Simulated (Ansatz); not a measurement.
# Preparing GaN (P6_3mc) as a host crystal, part 3 of 3

Before any defect goes in: GaN (P6_3mc) at rest, and how it screens a charge.

Ansatz 0.2.0; plane-wave PAW DFT, r2SCAN; relaxation of the host's cell and atoms; PAW set soft_1 (the session's first sound run).

So far. Step 3 (Dielectric tensors of the host): The principal values of the electronic dielectric tensor are 5.83, 5.83 and 6.02. The principal values of the static dielectric tensor are 10.10, 10.10 and 11.19.

## Step 8: Defect free supercell at the quarter point

Level of this step: plane-wave PAW DFT, r2SCAN; single point of the defect-free host, a test of the k-point sampling; PAW set soft_1 (Ansatz).

The supercell is run at one point off the zone centre, to see how far that sampling misses the dense mesh.

Input file pristine.sampling_quarter/input.yaml:

```yaml
crystal:
  lattice:
    - [9.5498178172, 0.0, 0.0]
    - [-4.7749089086, 8.2703848312, 0.0]
    - [0.0, 0.0, 10.3676634614]
  atoms:
    - { symbol: Ga, position: [0.2222222222, 0.1111111111, 0.2495531182] }
    - { symbol: Ga, position: [0.1111111111, 0.2222222222, 0.4995531182] }
    - { symbol: "N", position: [0.2222222222, 0.1111111111, 0.4379468818] }
    - { symbol: "N", position: [0.1111111111, 0.2222222222, 0.1879468818] }
    - { symbol: Ga, position: [0.2222222222, 0.1111111111, 0.7495531182] }
    - { symbol: Ga, position: [0.1111111111, 0.2222222222, 0.9995531182] }
    - { symbol: "N", position: [0.2222222222, 0.1111111111, 0.9379468818] }
    - { symbol: "N", position: [0.1111111111, 0.2222222222, 0.6879468818] }
    - { symbol: Ga, position: [0.2222222222, 0.4444444444, 0.2495531182] }
    - { symbol: Ga, position: [0.1111111111, 0.5555555556, 0.4995531182] }
    - { symbol: "N", position: [0.2222222222, 0.4444444444, 0.4379468818] }
    - { symbol: "N", position: [0.1111111111, 0.5555555556, 0.1879468818] }
    - { symbol: Ga, position: [0.2222222222, 0.4444444444, 0.7495531182] }
    - { symbol: Ga, position: [0.1111111111, 0.5555555556, 0.9995531182] }
    - { symbol: "N", position: [0.2222222222, 0.4444444444, 0.9379468818] }
    - { symbol: "N", position: [0.1111111111, 0.5555555556, 0.6879468818] }
    - { symbol: Ga, position: [0.2222222222, 0.7777777778, 0.2495531182] }
    - { symbol: Ga, position: [0.1111111111, 0.8888888889, 0.4995531182] }
    - { symbol: "N", position: [0.2222222222, 0.7777777778, 0.4379468818] }
    - { symbol: "N", position: [0.1111111111, 0.8888888889, 0.1879468818] }
    - { symbol: Ga, position: [0.2222222222, 0.7777777778, 0.7495531182] }
    - { symbol: Ga, position: [0.1111111111, 0.8888888889, 0.9995531182] }
    - { symbol: "N", position: [0.2222222222, 0.7777777778, 0.9379468818] }
    - { symbol: "N", position: [0.1111111111, 0.8888888889, 0.6879468818] }
    - { symbol: Ga, position: [0.5555555556, 0.1111111111, 0.2495531182] }
    - { symbol: Ga, position: [0.4444444444, 0.2222222222, 0.4995531182] }
    - { symbol: "N", position: [0.5555555556, 0.1111111111, 0.4379468818] }
    - { symbol: "N", position: [0.4444444444, 0.2222222222, 0.1879468818] }
    - { symbol: Ga, position: [0.5555555556, 0.1111111111, 0.7495531182] }
    - { symbol: Ga, position: [0.4444444444, 0.2222222222, 0.9995531182] }
    - { symbol: "N", position: [0.5555555556, 0.1111111111, 0.9379468818] }
    - { symbol: "N", position: [0.4444444444, 0.2222222222, 0.6879468818] }
    - { symbol: Ga, position: [0.5555555556, 0.4444444444, 0.2495531182] }
    - { symbol: Ga, position: [0.4444444444, 0.5555555556, 0.4995531182] }
    - { symbol: "N", position: [0.5555555556, 0.4444444444, 0.4379468818] }
    - { symbol: "N", position: [0.4444444444, 0.5555555556, 0.1879468818] }
    - { symbol: Ga, position: [0.5555555556, 0.4444444444, 0.7495531182] }
    - { symbol: Ga, position: [0.4444444444, 0.5555555556, 0.9995531182] }
    - { symbol: "N", position: [0.5555555556, 0.4444444444, 0.9379468818] }
    - { symbol: "N", position: [0.4444444444, 0.5555555556, 0.6879468818] }
    - { symbol: Ga, position: [0.5555555556, 0.7777777778, 0.2495531182] }
    - { symbol: Ga, position: [0.4444444444, 0.8888888889, 0.4995531182] }
    - { symbol: "N", position: [0.5555555556, 0.7777777778, 0.4379468818] }
    - { symbol: "N", position: [0.4444444444, 0.8888888889, 0.1879468818] }
    - { symbol: Ga, position: [0.5555555556, 0.7777777778, 0.7495531182] }
    - { symbol: Ga, position: [0.4444444444, 0.8888888889, 0.9995531182] }
    - { symbol: "N", position: [0.5555555556, 0.7777777778, 0.9379468818] }
    - { symbol: "N", position: [0.4444444444, 0.8888888889, 0.6879468818] }
    - { symbol: Ga, position: [0.8888888889, 0.1111111111, 0.2495531182] }
    - { symbol: Ga, position: [0.7777777778, 0.2222222222, 0.4995531182] }
    - { symbol: "N", position: [0.8888888889, 0.1111111111, 0.4379468818] }
    - { symbol: "N", position: [0.7777777778, 0.2222222222, 0.1879468818] }
    - { symbol: Ga, position: [0.8888888889, 0.1111111111, 0.7495531182] }
    - { symbol: Ga, position: [0.7777777778, 0.2222222222, 0.9995531182] }
    - { symbol: "N", position: [0.8888888889, 0.1111111111, 0.9379468818] }
    - { symbol: "N", position: [0.7777777778, 0.2222222222, 0.6879468818] }
    - { symbol: Ga, position: [0.8888888889, 0.4444444444, 0.2495531182] }
    - { symbol: Ga, position: [0.7777777778, 0.5555555556, 0.4995531182] }
    - { symbol: "N", position: [0.8888888889, 0.4444444444, 0.4379468818] }
    - { symbol: "N", position: [0.7777777778, 0.5555555556, 0.1879468818] }
    - { symbol: Ga, position: [0.8888888889, 0.4444444444, 0.7495531182] }
    - { symbol: Ga, position: [0.7777777778, 0.5555555556, 0.9995531182] }
    - { symbol: "N", position: [0.8888888889, 0.4444444444, 0.9379468818] }
    - { symbol: "N", position: [0.7777777778, 0.5555555556, 0.6879468818] }
    - { symbol: Ga, position: [0.8888888889, 0.7777777778, 0.2495531182] }
    - { symbol: Ga, position: [0.7777777778, 0.8888888889, 0.4995531182] }
    - { symbol: "N", position: [0.8888888889, 0.7777777778, 0.4379468818] }
    - { symbol: "N", position: [0.7777777778, 0.8888888889, 0.1879468818] }
    - { symbol: Ga, position: [0.8888888889, 0.7777777778, 0.7495531182] }
    - { symbol: Ga, position: [0.7777777778, 0.8888888889, 0.9995531182] }
    - { symbol: "N", position: [0.8888888889, 0.7777777778, 0.9379468818] }
    - { symbol: "N", position: [0.7777777778, 0.8888888889, 0.6879468818] }
basis:
  ecutwfc: 500
  xc_grid: 2
hamiltonian:
  xc: r2scan
  pseudopotentials: { kind: paw, azcp: { folder: soft_1 } }
kpoints:
  mp_grid: { grid: [1, 1, 1], shift: [0.25, 0.25, 0.25] }
scf:
  occupations: { method: fermi_dirac, width: 0.01 }
  max_iter: 100
  lower_state_search: "off"
checkpoint:
  write: "../pristine.sampling_quarter.run"
  compress: false
  write_wavefunctions: false
  write_every: 100000
```

On the command line:

```
$ ansatz run input.yaml --threads 32 --pin off --max-ram 84787MiB --backend cuda --events-out ev --progress --plain --runs-dir out --max-vram 78GiB
```

Numbers of over 12 decimals in the logs are rounded to 6 here.

The log of the run:

```text
[...]
GPU FFT provider: cuFFT
GPU libraries: cuBLAS 13.8.1, cuFFT 12.4.0, cuSOLVER 12.3.2
[...]
Crystal: 72 atoms, lattice volume = 818.845 Å³
Basis set: ecut = 500 eV, 20899 PW (Γ), exchange–correlation on 144×144×160 points (8 copies of the dense FFT grid, shifted against one another)
Bands: 396, of which v1, the nominal top of the filled ones, is band 324 counted from 1 (323 counted from 0)
Symmetry: 36 space group operations
k-points: 1
[...]
GPU buffer pool allocated for 414720 grid points (all kernels)
[...]
SCF iter   1: F=-150320.435810 eV  HF=-150368.505536 eV  |Δ(HF+E_count)|=         —  Δρ=1.15e-1  dr2=8.74e1  dr2_τ=1.02e1  Hψ=1353
[...]
SCF iter  10: F=-150351.680114 eV  HF=-150351.680114 eV  |Δ(HF+E_count)|=   5.05e-8  Δρ=7.37e-7  dr2=3.99e-9  dr2_τ=8.35e-11  Hψ=703
SCF 1 converged in 10 iterations: F = -150351.680114 eV  dr2 = 3.99e-9
[...]
SCF converged after 10 iterations
Free energy (F): -150351.680114 eV
[...]
Internal energy: -150351.680114 eV  (E = F + TS)
E sigma→0 (E₀):  -150351.680114 eV
Fermi energy:    11.224392 eV
[...]
```

It took 2 s on 1 × NVIDIA GB200 with 32 threads of Arm Neoverse V2, shared host; peak memory 1.3 GiB; 3.2 s of CPU time.

## Step 9: Summary of results

- primitive cell vectors, lengths: 3.183, 3.183, 5.184 Å
- electronic dielectric constant: principal values (5.83, 5.83, 6.02)
- static dielectric constant: principal values (10.10, 10.10, 11.19)
- gap on the k-mesh of the response run (PBEsol): 1.88 eV
- supercell relaxed in its symmetry less the displaced and relaxed one: 0.000 eV
- energy an atom at the zone centre alone less that on the dense mesh: 0.072 eV
- energy an atom at one point at (¼, ¼, ¼) less that on the dense mesh: -0.023 eV

In words: Step 5: The energy fell by 2.275 eV from the randomly displaced start; the atoms end within 0.005 Å of the sites as typed, once the mean shift is taken out. The displaced cell ends within 0.01 eV of the symmetric one relaxed in its symmetry, so no lower structure shows in this supercell. The k-mesh can miss the band edges, so this gap is an upper bound at this level. All at zero temperature.

[Logs are printed without paths, hosts, clocks, repeated set-up lines and the standing remarks that a program may print on its own settings, such as how far it seeks lower states.]

[Hosts, paths, dates, database ids (printed as entryN), source tags and the programs' standing remarks are cut or masked in the printed files.]

[Runs of the host that timed out are not shown.]

[For some hosts the program warned that the k-mesh of the response run may be too coarse for force constants and the static dielectric constant; such warnings are not always shown.]

[The program warned that the k-mesh of a response run behind this text may be too coarse: force constants, and the static dielectric constant and all else formed from them, are not shown converged.]
